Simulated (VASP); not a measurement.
Calculation: RPBE GGA, VASP's PBE PAW potentials (set 64) (plane waves; VASP).

VASP ran on this input.

INCAR:
```
! general
SYSTEM  =  MgF2
PREC    =  Accurate
ENCUT   =  520   ! plane-wave cut-off (eV)
LREAL   =  .False.   ! projection in real space or not
LASPH   =  .True.   ! aspherical one-centre terms

! electronic loop
EDIFF   =  1E-7   ! SCF stop (eV)
NELM    =  100   ! most electronic steps
ALGO    =  Normal   ! blocked Davidson

! smearing
ISMEAR  =  0
SIGMA   =  0.05   ! width (eV)

! functional
GGA     =  RP

! ions
IBRION  =  2   ! conjugate gradients
NSW     =  30
ISIF    =  4   ! ions and shape, fixed volume
EDIFFG  =  -0.01   ! ionic stop

! output
LWAVE   =  .False.
LCHARG  =  .False.
```

KPOINTS:
```
Automatic mesh
0
Gamma
5 5 7
0 0 0
```

File POSCAR:
```
MgF2
1.0
  4.7610427815   0.0000000000   0.0000000000
  0.0000000000   4.7610427815   0.0000000000
  0.0000000000   0.0000000000   3.1251738863
Mg F
2 4
direct
  0.0000000000   0.0000000000   1.0000000000
  0.5000000000   0.5000000000   0.5000000000
  0.3038636498   0.3038636498   1.0000000000
  0.8038636498   0.1961363502   0.5000000000
  0.1961363502   0.8038636498   0.5000000000
  0.6961363502   0.6961363502   0.0000000000
```

POTCAR, in this order: Mg F (PBE.64 set). Program: vasp_std.

The resulting files:

File OUTCAR:
```
 ion  position               nearest neighbor table
   1  0.000  0.000  0.000-   4 2.05   5 2.05   4 2.05   5 2.05   3 2.05   6 2.05
   2  0.500  0.500  0.500-   3 2.05   6 2.05   3 2.05   6 2.05   5 2.05   4 2.05
   3  0.304  0.304  0.000-   2 2.05   2 2.05   1 2.05
   4  0.804  0.196  0.500-   1 2.05   1 2.05   2 2.05
   5  0.196  0.804  0.500-   1 2.05   1 2.05   2 2.05
   6  0.696  0.696  0.000-   2 2.05   2 2.05   1 2.05
  LATTYP: Found a simple tetragonal cell.
 ALAT       =     4.7610427815
 C/A-ratio  =     0.6564053359
 Subroutine PRICEL returns:
 Original cell was already a primitive cell.
 Subroutine GETGRP returns: Found 16 space group operations
The static configuration has the point symmetry D_2h.
 The point group associated with its full space group is D_4h.
The dynamic configuration has the point symmetry D_2h.
 Subroutine INISYM returns: Found 16 space group operations
 Subroutine IBZKPT returns following result:
 Found     24 irreducible k-points:

 Following reciprocal coordinates:
            Coordinates               Weight
  0.000000  0.000000  0.000000      1.000000
  0.200000  0.000000  0.000000      4.000000
  0.400000  0.000000  0.000000      4.000000
...
```

### OSZICAR
```
       N       E                     dE             d eps       ncg     rms          rms(c)
DAV:   1     0.214934681474E+03    0.21493E+03   -0.18051E+04   976   0.149E+03
DAV:   2    -0.220642336779E+02   -0.23700E+03   -0.23023E+03  1296   0.342E+02
DAV:   3    -0.325918380481E+02   -0.10528E+02   -0.10502E+02  1136   0.761E+01
DAV:   4    -0.326645805434E+02   -0.72742E-01   -0.72724E-01  1080   0.727E+00
DAV:   5    -0.326650382476E+02   -0.45770E-03   -0.45769E-03  1096   0.592E-01    0.103E+01
DAV:   6    -0.299109423122E+02    0.27541E+01   -0.11921E+01  1104   0.262E+01    0.319E+00
DAV:   7    -0.299704269383E+02   -0.59485E-01   -0.13411E-01  1036   0.278E+00    0.200E+00
DAV:   8    -0.300419154697E+02   -0.71489E-01   -0.10583E-01  1064   0.352E+00    0.188E-01
DAV:   9    -0.300449521457E+02   -0.30367E-02   -0.62820E-03  1100   0.620E-01    0.864E-02
DAV:  10    -0.300454193792E+02   -0.46723E-03   -0.57985E-04  1068   0.214E-01    0.220E-02
DAV:  11    -0.300454321099E+02   -0.12731E-04   -0.12758E-04  1104   0.908E-02    0.205E-02
DAV:  12    -0.300454297096E+02    0.24003E-05   -0.59546E-05  1052   0.618E-02    0.428E-03
DAV:  13    -0.300454295036E+02    0.20593E-06   -0.17859E-06  1128   0.112E-02    0.288E-04
DAV:  14    -0.300454295184E+02   -0.14782E-07   -0.23458E-08   652   0.144E-03
   1 F= -.30045430E+02 E0= -.30045430E+02  d E =-.300454E+02
```

File OUTCAR:
```
------------------------ aborting loop because EDIFF is reached ----------------------------------------
  FORCE on cell =-STRESS in cart. coord.  units (eV):
  Direction    XX          YY          ZZ          XY          YZ          ZX
  --------------------------------------------------------------------------------------
  Total        0.0054840      0.0054840     -0.0283095     -0.0000000      0.0000000      0.0000000
  in kB        0.1240302      0.1240302     -0.6402728     -0.0000000      0.0000000      0.0000000
  external PRESSURE =      -0.1307375 kB  Pullay stress =       0.0000000 kB
  volume of cell :       70.84
      direct lattice vectors                 reciprocal lattice vectors
     4.761042781  0.000000000  0.000000000     0.210038020  0.000000000  0.000000000
     0.000000000  4.761042781  0.000000000     0.000000000  0.210038020  0.000000000
     0.000000000  0.000000000  3.125173886     0.000000000  0.000000000  0.319982195
 POSITION                                       TOTAL-FORCE (eV/Angst)
 -----------------------------------------------------------------------------------
      0.00000      0.00000      0.00000         0.000000      0.000000      0.000000
      2.38052      2.38052      1.56259         0.000000      0.000000      0.000000
      1.44671      1.44671      0.00000         0.003103      0.003103     -0.000000
      3.82723      0.93381      1.56259         0.003103     -0.003103      0.000000
      0.93381      3.82723      1.56259        -0.003103      0.003103     -0.000000
      3.31433      3.31433      0.00000        -0.003103     -0.003103      0.000000
 -----------------------------------------------------------------------------------
    total drift:                                0.000000      0.000000     -0.000000
  FREE ENERGIE OF THE ION-ELECTRON SYSTEM (eV)
  ---------------------------------------------------
  free  energy   TOTEN  =       -30.0454295184 eV

  energy  without entropy=      -30.0454295184  energy(sigma->0) =      -30.04542952

 reached required accuracy - stopping structural energy minimisation
```
(Selected blocks of OUTCAR.)

The compound is MgF2 in the rutile structure. It was relaxed first, which changed the volume by +9 %.
